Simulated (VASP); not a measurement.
# CdS (Hawleyite) (F-43m) in VASP: a series of runs, part 2 of 2

VASP 6.6.1. The steps go on from the part before.

**3. G0W0 quasiparticle levels, PBE**

File POSCAR:

```
CdS
1.0
    0.0000000000      2.9165000000      2.9165000000
    2.9165000000      0.0000000000      2.9165000000
    2.9165000000      2.9165000000      0.0000000000
Cd S
1 1
Direct
    0.0000000000      0.0000000000      0.0000000000
    0.7500000000      0.7500000000      0.7500000000
```

File INCAR.step1:

```
PREC     = Accurate       # precision mode
ENCUT    = 450            # plane-wave cutoff, eV
EDIFF    = 1E-8           # SCF threshold, eV
ISMEAR   = 0              # smearing method
SIGMA    = 0.01           # smearing width, eV
LREAL    = F              # projectors in reciprocal space
LASPH    = T              # aspherical terms in the spheres
NELM     = 60             # most SCF steps
ALGO     = Normal         # electronic algorithm
LWAVE    = T              # write WAVECAR
LCHARG   = F              # write CHGCAR
GGA      = PE             # functional
```

File INCAR.step2:

```
PREC     = Accurate       # precision mode
ENCUT    = 450            # plane-wave cutoff, eV
EDIFF    = 1E-8           # SCF threshold, eV
ISMEAR   = 0              # smearing method
SIGMA    = 0.01           # smearing width, eV
LREAL    = F              # projectors in reciprocal space
LASPH    = T              # aspherical terms in the spheres
NELM     = 1              # most SCF steps
ALGO     = Exact          # electronic algorithm
LWAVE    = T              # write WAVECAR
LCHARG   = F              # write CHGCAR
GGA      = PE             # functional
NBANDS   = 23             # bands
LOPTICS  = T              # frequency-dependent dielectric function
ISTART   = 1
```

File INCAR.step3:

```
PREC     = Accurate       # precision mode
ENCUT    = 450            # plane-wave cutoff, eV
EDIFF    = 1E-8           # SCF threshold, eV
ISMEAR   = 0              # smearing method
SIGMA    = 0.01           # smearing width, eV
LREAL    = F              # projectors in reciprocal space
LASPH    = T              # aspherical terms in the spheres
ALGO     = EVGW0          # electronic algorithm
LWAVE    = F              # write WAVECAR
LCHARG   = F              # write CHGCAR
GGA      = PE             # functional
NELMGW   = 1            
NBANDS   = 23             # bands
ENCUTGW  = 50             # cutoff of the response function
NOMEGA   = 48             # frequency points
PRECFOCK = Fast         
ISTART   = 1            
NBANDSGW = 17
```

File KPOINTS:

```
Automatic mesh
0
Gamma
  3 3 3
```

Potentials or basis: VASP PAW PBE potentials, release 64 (Cd_GW, S_GW).

Started as:

```bash
> cat potpaw_PBE.64/Cd_GW/POTCAR potpaw_PBE.64/S_GW/POTCAR > POTCAR
> cp INCAR.step1 INCAR
> mpirun -np 1 vasp_std > vasp.out
> cp INCAR.step2 INCAR
> mpirun -np 1 vasp_std > vasp.out
> cp INCAR.step3 INCAR
> mpirun -np 1 vasp_std > vasp.out
```

OUTCAR:

```text
PREC = Accurate
   ENCUT = 450
   EDIFF = 1E-8
   ISMEAR = 0
   LREAL = F
   LASPH = T
   GGA = PE
   NELMGW = 1
   ENCUTGW = 50
   PRECFOCK = Fast
   ISTART = 1

 Found      4 irreducible k-points:

 Following reciprocal coordinates:
            Coordinates               Weight
  0.000000  0.000000  0.000000      1.000000
  0.333333  0.000000  0.000000      8.000000
  0.333333  0.333333  0.000000      6.000000
 -0.333333  0.333333  0.000000     12.000000
   k-points           NKPTS =      4   k-points in BZ     NKDIM =     27   number of bands    NBANDS=     23
   number of dos      NEDOS =    301   number of ions     NIONS =      2
   total plane-waves  NPLWV =  27000
   dimension x,y,z NGX =    30 NGY =   30 NGZ =   30
   dimension x,y,z NGXF=    60 NGYF=   60 NGZF=   60
   ions per type =               1   1
   NGX,Y,Z   is equivalent  to a cutoff of  12.09, 12.09, 12.09 a.u.
   NGXF,Y,Z  is equivalent  to a cutoff of  24.18, 24.18, 24.18 a.u.
 SYSTEM =  unknown system
   PREC   = accura    normal or accurate (medium, high low for compatibility)
   ISTART =      1    job   : 0-new  1-cont  2-samecut
   ICHARG =      0    charge: 1-file 2-atom 10-const
   ISPIN  =      1    spin polarized calculation?
   LNONCOLLINEAR =      F non collinear calculations
   LSORBIT =      F    spin-orbit coupling
[... 31 lines left out ...]
   ENCUT4O =  -1.0   cutoff for four orbital integrals eV
   NKREDX  =     1    reduce k-point grid by
   NKREDY  =     1    reduce k-point grid by
   NKREDZ  =     1    reduce k-point grid by
   AEXX    =    1.0000 exact exchange contribution
   HFSCREEN=    0.0000 screening length (either q_TF or 0.3 A-1)
   HFSCREENC=   0.0000 screening length for correlation (either q_TF or 0.3 A-1)
   ENCUTFOCK=  -1.0 apply spherical cutoff to Coloumb kernel
   IVDW    =     0    specifies the selected vdW correction
   LEPSILON=     F    determine dielectric tensor
   LRPA    =     F    only Hartree local field effects (RPA)
   LRPAFORCE           =     F    calculate RPA forces
   ENCUTGW             =  50.0    cutoff for response function in eV
   ENCUTGWSOFT         =  40.0    soft cutoff for Coulomb kernel in GW response function in eV
   ENCUTLF             =  -1.0    cutoff for local field effects
   NELMGW              =     1    number of iterations in solving QP/BSE equation
   NELMHF              =     1    number of iterations in the inner HF iteration
   NKREDLFX            =     1    NKREDLFY  =   1   NKREDLFZ  =   1
 non-spin polarized calculation
 Gauss-broadening in eV      SIGMA  =   0.01
  energy-cutoff  :      450.00
  volume of cell :       49.62
 maximum number of plane-waves:      1089
 NGX is ok and might be reduce to    30
  NGX = 16; NGY = 16; NGZ = 16
   NGX = 15   NGY = 15   NGZ = 15
 maximum number of plane-waves:        51
 NGX is ok and might be reduce to    10

 QP shifts <psi_nk| G(iteration)W_0 |psi_nk>: iteration 1
 for sc-GW calculations column KS-energies equals QP-energies in previous step
 and V_xc(KS)=  KS-energies - (<T + V_ion + V_H > + <T+V_H+V_ion>^1  + <V_x>^1)

 k-point   1 :       0.0000    0.0000    0.0000
  band No.  KS-energies  QP-energies   sigma(KS)   V_xc(KS)     V^pw_x(r,r')   Z            occupation Imag(sigma)

      1      -9.6269      -9.5380     -12.8516     -12.9919     -20.9027       0.6337       2.0000       1.3615
      2      -5.0684      -6.3755     -17.0530     -15.1709     -22.9360       0.6945       2.0000       0.3398
      3      -5.0684      -6.3755     -17.0530     -15.1709     -22.9360       0.6945       2.0000       0.3398
      4      -5.0684      -6.3755     -17.0530     -15.1709     -22.9360       0.6945       2.0000       0.3398
      5      -4.5976      -6.0263     -17.5201     -15.4962     -23.2435       0.7059       2.0000       0.2700
      6      -4.5976      -6.0263     -17.5201     -15.4962     -23.2435       0.7059       2.0000       0.2700
[... 59 lines left out ...]
      3      -4.8169      -6.1661     -17.3387     -15.4167     -23.1912       0.7020       2.0000       0.3231
      4      -4.6468      -6.0673     -17.4308     -15.4189     -23.1757       0.7061       2.0000       0.2838
      5      -4.5750      -6.0103     -17.5318     -15.5085     -23.2673       0.7093       2.0000       0.2714
      6      -4.0334      -5.3176     -17.4082     -15.5957     -23.1416       0.7085       2.0000       0.3078
[... 9 lines left out ...]
     16      17.1131      18.7588      -8.0127     -10.1620      -3.8311       0.7657       0.0000      -0.6308
     17      17.7266      19.6641      -8.5188     -11.0242      -4.1776       0.7733       0.0000      -0.7860
```

Wall time 28 s (1 thread of Intel Xeon 6975P-C (Granite Rapids), shared host); peak memory 0.33 GiB.

The run converged, but some of its settings lie outside the range that counts as converged, so its numbers aren't taken as properties of the crystal.

What came out:

* Band gap on the k mesh, mean-field level: 1.10 eV, direct
* Quasiparticle gap: 1.93 eV
* Least direct quasiparticle gap: 1.93 eV

Caveat: the k mesh is coarse (spacing up to 0.62 Å⁻¹), so the values aren't converged; bands, screening cutoff and mesh are small and nothing is extrapolated, so the quasiparticle values aren't converged.

**4. G0W0 quasiparticle levels, PBE**

POSCAR is that of step 3.

INCAR.step1 is that of step 3.

INCAR.step2 is that of step 3.

INCAR.step3: that of step 3 with these lines changed.

```diff
@@ -13,3 +13,3 @@
 NBANDS   = 23             # bands
-ENCUTGW  = 50             # cutoff of the response function
+ENCUTGW  = 150            # cutoff of the response function
 NOMEGA   = 48             # frequency points
```

KPOINTS is that of step 3.

Potentials or basis: VASP PAW PBE potentials, release 64 (Cd_GW, S_GW).

Started as:

```bash
> cat potpaw_PBE.64/Cd_GW/POTCAR potpaw_PBE.64/S_GW/POTCAR > POTCAR
> cp INCAR.step1 INCAR
> mpirun -np 1 vasp_std > vasp.out
> cp INCAR.step2 INCAR
> mpirun -np 1 vasp_std > vasp.out
> cp INCAR.step3 INCAR
> mpirun -np 1 vasp_std > vasp.out
```

OUTCAR:

```text
PREC = Accurate
   ENCUT = 450
   EDIFF = 1E-8
   ISMEAR = 0
   LREAL = F
   LASPH = T
   GGA = PE
   NELMGW = 1
   ENCUTGW = 150
   PRECFOCK = Fast
   ISTART = 1

 Found      4 irreducible k-points:

 Following reciprocal coordinates:
            Coordinates               Weight
  0.000000  0.000000  0.000000      1.000000
  0.333333  0.000000  0.000000      8.000000
  0.333333  0.333333  0.000000      6.000000
 -0.333333  0.333333  0.000000     12.000000
[... 60 lines left out ...]
   ENCUTLF             =  -1.0    cutoff for local field effects
   NELMGW              =     1    number of iterations in solving QP/BSE equation
   NELMHF              =     1    number of iterations in the inner HF iteration
   NKREDLFX            =     1    NKREDLFY  =   1   NKREDLFZ  =   1
 non-spin polarized calculation
 Gauss-broadening in eV      SIGMA  =   0.01
  energy-cutoff  :      450.00
  volume of cell :       49.62
 maximum number of plane-waves:      1089
 NGX is ok and might be reduce to    30
  NGX = 16; NGY = 16; NGZ = 16
   NGX = 15   NGY = 15   NGZ = 15
 maximum number of plane-waves:       212

 QP shifts <psi_nk| G(iteration)W_0 |psi_nk>: iteration 1
 for sc-GW calculations column KS-energies equals QP-energies in previous step
 and V_xc(KS)=  KS-energies - (<T + V_ion + V_H > + <T+V_H+V_ion>^1  + <V_x>^1)

 k-point   1 :       0.0000    0.0000    0.0000
  band No.  KS-energies  QP-energies   sigma(KS)   V_xc(KS)     V^pw_x(r,r')   Z            occupation Imag(sigma)

      1      -9.6269      -9.5148     -12.8130     -12.9919     -20.9027       0.6266       2.0000       1.3949
      2      -5.0684      -6.1936     -16.8046     -15.1709     -22.9360       0.6887       2.0000       0.3567
      3      -5.0684      -6.1936     -16.8046     -15.1709     -22.9360       0.6887       2.0000       0.3567
      4      -5.0684      -6.1936     -16.8046     -15.1709     -22.9360       0.6887       2.0000       0.3567
      5      -4.5976      -5.8359     -17.2623     -15.4962     -23.2435       0.7012       2.0000       0.2966
      6      -4.5976      -5.8359     -17.2623     -15.4962     -23.2435       0.7012       2.0000       0.2966
[... 59 lines left out ...]
      3      -4.8169      -5.9761     -17.0822     -15.4167     -23.1912       0.6960       2.0000       0.3409
      4      -4.6468      -5.8761     -17.1730     -15.4189     -23.1757       0.7008       2.0000       0.3065
      5      -4.5750      -5.8189     -17.2740     -15.5085     -23.2673       0.7045       2.0000       0.2969
      6      -4.0334      -5.1307     -17.1558     -15.5957     -23.1416       0.7033       2.0000       0.3247
[... 9 lines left out ...]
     16      17.1131      18.7564      -8.0183     -10.1620      -3.8311       0.7666       0.0000      -0.6356
     17      17.7266      19.6576      -8.5363     -11.0242      -4.1776       0.7761       0.0000      -0.8170
```

OUTCAR.step2:

```text
PREC = Accurate
   ENCUT = 450
   EDIFF = 1E-8
   ISMEAR = 0
   LREAL = F
[... 538 lines left out ...]
     0.00000    19.38815    19.38815    19.38815     0.00000    -0.00000     0.00000
     0.42082    21.29148    21.29148    21.29148     0.00000    -0.00000     0.00000
     0.84164    32.23662    32.23662    32.23662     0.00000    -0.00000     0.00000
     1.26245   -21.92850   -21.92850   -21.92850     0.00000    -0.00000     0.00000
     1.68327    -0.47856    -0.47856    -0.47856     0.00000    -0.00000     0.00000
     2.10409     4.79898     4.79898     4.79898     0.00000    -0.00000     0.00000
[... 92 lines left out ...]
    41.24017     0.79430     0.79430     0.79430    -0.00000    -0.00000    -0.00000
    41.66099     0.79914     0.79914     0.79914    -0.00000    -0.00000    -0.00000
```

Wall time 27 s (1 thread of Intel Xeon 6975P-C (Granite Rapids), shared host); peak memory 0.32 GiB.

These settings aren't checked as converged: the numbers below hold their error.

Results:

```
Band gap on the k mesh, mean-field level : 1.10 eV, direct
Quasiparticle gap                        : 1.92 eV
Least direct quasiparticle gap           : 1.92 eV
```

Caveat: the k mesh is coarse (spacing up to 0.62 Å⁻¹), so the values aren't converged; bands, screening cutoff and mesh are small and nothing is extrapolated, so the quasiparticle values aren't converged.
